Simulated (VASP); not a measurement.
# BN (Qingsongite): relaxation of cell and atoms with PBE

BN (Qingsongite):

```
CELL_PARAMETERS angstrom
0.00000 1.81228 1.81228
1.81228 0.00000 1.81228
1.81228 1.81228 0.00000
ATOMIC_POSITIONS crystal
B 0.00000 0.00000 0.00000
N 0.25000 0.25000 0.25000
```

```yaml
Program: VASP 6.6.1
Task: relaxation of cell and atoms
Functional: PBE
Potentials_or_basis: VASP PAW PBE potentials, release 64 (B, N)
Cutoff: 600 eV
k_mesh: 14 × 14 × 14
Occupations: gaussian, width 0.03 eV
Spin: no spin polarisation
Further_INCAR_settings: ALGO = Normal; EDIFF = 1e-07; IBRION = 2; EDIFFG = -0.005; NSW = 90; ISIF = 3
```

```json
{"Pressure after relaxing": "0.0 GPa", "Band gap on the k mesh": "4.45 eV, indirect (least direct gap 8.78 eV)"}
```

Final structure:
```
B N
1.0
     0.00000    1.81228    1.81228
     1.81228    0.00000    1.81228
     1.81228    1.81228    0.00000
B N
1 1
Direct
  0.00000 0.00000 0.00000
  0.25000 0.25000 0.25000
```

Levels at points of the mesh, in eV from the valence-band top:
```
           k point  band 1  band 2  band 3  band 4  band 5  band 6  band 7  band 8
(0.00, 0.00, 0.00)  -20.14    0.00    0.00    0.00    8.78    8.78    8.78   10.22
(0.50, 0.00, 0.00)  -15.96  -10.62   -1.93   -1.93   10.04   10.66   10.66   15.18
(0.50, 0.50, 0.00)  -14.61   -8.86   -4.87   -4.87    4.45    9.19   17.80   17.80
```

It took 12 s on 1 thread of Intel(R) Xeon(R) Platinum 8259CL CPU @ 2.50GHz (Skylake/Cascade Lake), with other jobs on the host, peak memory 0.12 GiB.

Caveat: the relaxation stopped at its first step, so nothing moved. A k mesh can miss the band edges.
